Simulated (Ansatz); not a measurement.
FeO (Wuestite):

```xyz
2
Lattice="0.0000 2.1554 2.1554 2.1554 0.0000 2.1554 2.1554 2.1554 0.0000" Properties=species:S:1:pos:R:3 pbc="T T T"
Fe    0.0000    0.0000    0.0000
O     2.1554    2.1554    2.1554
```

* Program: Ansatz 0.2.0
* Task: relaxation of cell and atoms
* Functional: BLYP
* Potentials or basis: Ansatz PAW
* Cutoff: 420 eV (not typed: the program's choice for these potentials)
* k mesh: 11 × 11 × 11
* Occupations: fermi-dirac, width 0.05 eV
* Spin: collinear spin, ferromagnetic start
* Starting moments: [3.0, 0.0] μB

At the start: volume 10.01 Å³/atom.

Problem. How do energy, volume and symmetry change on relaxing?

Solution. It ends after 7 steps and the volume is 10.39 Å³/atom (+3.8 %); space group Fm-3m (No. 225, to 0.05 Å); moment 4.00 μB per cell.

The path:
```
step  energy change (eV)  largest force (eV/Å)  volume (Å³)
   1              0.0000                0.0000        20.03
   2             -0.0108                0.0000        20.49
   3             -0.0115                0.0000        20.73
   4             -0.0114                0.0000        20.75
   5             -0.0158                0.0000        20.75
   6             -0.0156                0.0000        20.79
   7             -0.0158                0.0000        20.79
```

Final structure:
```
Fe O
1.0
     0.00000    2.18229    2.18229
     2.18229    0.00000    2.18229
     2.18229    2.18229    0.00000
Fe O
1 1
Direct
  0.00000 0.00000 0.00000
  0.50000 0.50000 0.50000
```

Caveat: the plane-wave basis is chosen anew once the cell has moved, so the energies of steps on either side of that aren't comparable; the pressure holds a Pulay correction of +0.8 GPa for the finite cutoff; a cell with one magnetic atom can't hold antiferromagnetic order, which such compounds often take; the PAW data sets come from PBE, with cores solved anew for the run's functional, which leaves a small shift of forces and pressure.
